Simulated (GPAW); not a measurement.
Here is a GPAW 26.7.0 calculation.

File run.py:

```python
import numpy as np
from ase.dft.bandgap import bandgap
from ase.io import read, write
from gpaw import GPAW, PW

atoms = read('Mo.xyz')
atoms.pbc = (True, True, False)

calc = GPAW(mode=PW(450),
            xc={'name': 'vdW-DF-cx', 'backend': 'libvdwxc'},
            kpts={'size': (9, 9, 1), 'gamma': True},
            occupations={'name': 'fermi-dirac', 'width': 0.05},
            nbands=72,
            convergence={'density': 1e-05, 'energy': 1e-05},
            maxiter=150,
            poissonsolver={'dipolelayer': 'xy'},
            txt='gpaw.txt')
atoms.calc = calc
energy = atoms.get_potential_energy()
forces = atoms.get_forces()
calc.write('gs.gpw')
write('result.traj', atoms)
print(f'Energy: {energy:.6f} eV')
print('Forces (eV/A):')
print(forces.round(4))
print('Fermi level:', round(calc.get_fermi_level(), 4), 'eV')
print(f'Gap: {bandgap(calc)[0]:.4f} eV, direct: {bandgap(calc, direct=True)[0]:.4f} eV')

v = calc.get_electrostatic_potential().mean(axis=(0, 1))
z = np.arange(len(v)) * atoms.cell[2, 2] / len(v)
ef = calc.get_fermi_level()
np.savetxt('planar.dat', np.c_[z, v], fmt='%.4f')
below, above = np.interp([1.5, atoms.cell[2, 2] - 1.5], z, v) - ef
print(f'Work functions: bottom {below:.4f} eV, top {above:.4f} eV')
print('Dipole moment:', *calc.get_dipole_moment().round(5), 'e A')
```

Mo.xyz

```xyz
6
Lattice="2.8496403282 -0.0000000000 0.0000000000 -0.0000000000 2.8496403282 0.0000000000 0.0000000000 0.0000000000 25.0750000000" Properties=species:S:1:pos:R:3 pbc="T T T"
Mo     1.4248201641      1.4248201641      7.5000000000
Mo     0.0000000000      0.0000000000      9.5150000000
Mo     1.4248201641      1.4248201641     11.5300000000
Mo     0.0000000000      0.0000000000     13.5450000000
Mo     1.4248201641      1.4248201641     15.5600000000
Mo     0.0000000000      0.0000000000     17.5750000000
```

Potentials or basis: GPAW PAW data sets (gpaw-data 1.2.1), pw.

Launch:

```sh
$ OMP_NUM_THREADS=1 python run.py
```

(1) Predict the largest force.

(2) What does it give for the work function of the upper face?

(3) Predict the dipole across the slab.

## Answers

(1) 0.656 eV/Å.

(2) 4.54 eV.

(3) 0.00 e·Å.

Caveat: the PAW data sets were made with another functional, which shifts forces and pressure a little.
